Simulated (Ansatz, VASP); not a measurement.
## One calculation of Nb, two programs

POSCAR

```
Nb
1.0
    0.0000000000      2.1678750000      2.1678750000
    2.1678750000      0.0000000000      2.1678750000
    2.1678750000      2.1678750000      0.0000000000
Nb
1
Direct
    0.0000000000      0.0000000000      0.0000000000
```

File INCAR.step1:

```
SYSTEM = Nb
ALGO = Normal
EDIFF = 1E-4
ENCUT = 520
GGA = PE
ISMEAR = 0
LASPH = .TRUE.
LCHARG = .FALSE.
LREAL = .FALSE.
LWAVE = .TRUE.
NBANDS = 12
NELM = 100
PREC = Accurate
SIGMA = 0.15
```

Contents of INCAR.step2:

```
SYSTEM = Nb
ALGO = Normal
EDIFF = 1E-6
ENCUT = 520
ISIF = 2
ISMEAR = 0
ISTART = 1
LASPH = .TRUE.
LCHARG = .TRUE.
LELF = .TRUE.
LMIXTAU = .TRUE.
LREAL = .FALSE.
LVHAR = .TRUE.
LWAVE = .FALSE.
METAGGA = R2SCAN
NBANDS = 12
NELM = 100
PREC = Accurate
SIGMA = 0.15
```

The input KPOINTS:

```
k-points
0
G
  20 20 20
  0 0 0
```

Input for Ansatz:

```yaml
crystal:
  lattice:
    - [0.0, 2.167875, 2.167875]
    - [2.167875, 0.0, 2.167875]
    - [2.167875, 2.167875, 0.0]
  atoms:
    - { symbol: Nb, position: [0.0, 0.0, 0.0] }
basis:
  ecutwfc: 500
kpoints:
  mp_grid: { grid: [20, 20, 20] }
hamiltonian:
  xc: r2scan
scf:
  occupations: { method: gaussian, width: 0.15 }
output:
  forces: true
  stress: true
  eigenvalues: true
```

Change from the starting cell: strain +0.025 along x and y, +0.025 along z, atoms carried along.

Alike in both runs: task single point; functional r2SCAN; k mesh 20 × 20 × 20; occupations gaussian, width 0.15 eV; no spin polarisation.

|  | VASP | Ansatz |
| --- | --- | --- |
| version | VASP 6.6.1 | Ansatz 0.2.0 |
| potentials or method | VASP PAW PBE potentials, release 64 (Nb_sv) | scalar-relativistic, plane waves, PAW |
| plane-wave cutoff (eV) | 520 | 500 |
| valence electrons in the cell | 13 | 13 |

```tsv
	VASP	Ansatz	Ansatz less VASP
gap on the k mesh at the Fermi level (eV)	none	none	-
pressure (GPa)	-12.5	-12.4	+0.11
```

A gap of «none» marks a metal or a gap that the smearing closes.

Caveats: the PAW data sets were made with another functional, which shifts forces and pressure a little (VASP).
